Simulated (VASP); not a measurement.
A run of VASP 6.6.1:

The input POSCAR:

```
Ge
1.0
    0.0000000000      2.8289100000      2.8289100000
    2.8289100000      0.0000000000      2.8289100000
    2.8289100000      2.8289100000      0.0000000000
Ge
2
Direct
    0.5000000000      0.5000000000      0.5000000000
    0.7500000000      0.7500000000      0.7500000000
```

Contents of INCAR.step1:

```
SYSTEM = Ge
PREC     = Accurate       ! precision mode
ENCUT    = 520            ! plane-wave cutoff, eV
EDIFF    = 1E-5           ! SCF threshold, eV
ISMEAR   = -1             ! smearing method
SIGMA    = 0.05           ! smearing width, eV
LREAL    = .FALSE.        ! projectors in reciprocal space
LASPH    = .TRUE.         ! aspherical terms in the spheres
NELM     = 80             ! most SCF steps
ALGO     = Normal         ! electronic algorithm
ISIF     = 2              ! what is computed and relaxed
LWAVE    = .TRUE.         ! write WAVECAR
LCHARG   = .FALSE.        ! write CHGCAR
GGA      = PE             ! functional
```

File INCAR.step2:

```
SYSTEM = Ge
PREC     = Accurate       ! precision mode
ENCUT    = 520            ! plane-wave cutoff, eV
EDIFF    = 1E-6           ! SCF threshold, eV
ISMEAR   = -1             ! smearing method
SIGMA    = 0.05           ! smearing width, eV
LREAL    = .FALSE.        ! projectors in reciprocal space
LASPH    = .TRUE.         ! aspherical terms in the spheres
NELM     = 80             ! most SCF steps
ALGO     = Normal         ! electronic algorithm
ISIF     = 2              ! what is computed and relaxed
LWAVE    = .FALSE.        ! write WAVECAR
LCHARG   = .FALSE.        ! write CHGCAR
GGA      = PE             ! functional
LHFCALC  = .TRUE.         ! exact exchange
HFSCREEN = 0.2            ! screening, 1/A
PRECFOCK = Fast         
ISTART   = 1
```

The input KPOINTS:

```
Automatic mesh
0
G
  8 8 8
  0 0 0
```

Potentials or basis: VASP PAW PBE potentials, release 64 (Ge_d).

The run is started by

```sh
$ cat potpaw_PBE.64/Ge_d/POTCAR > POTCAR
$ cp INCAR.step1 INCAR
$ mpirun -np 1 vasp_std > vasp.out
$ cp INCAR.step2 INCAR
$ mpirun -np 1 vasp_std > vasp.out
```

Hardware: 1 thread of AMD EPYC 7R13 Processor (Zen 3), with other jobs on the host.

Problem. Estimate the wall time of this run.

Solution. Run time: 3.3 h on 1 thread of AMD EPYC 7R13 Processor (Zen 3), with other jobs on the host, peak memory 0.29 GiB. Counts: scf iterations 10, k points 29.
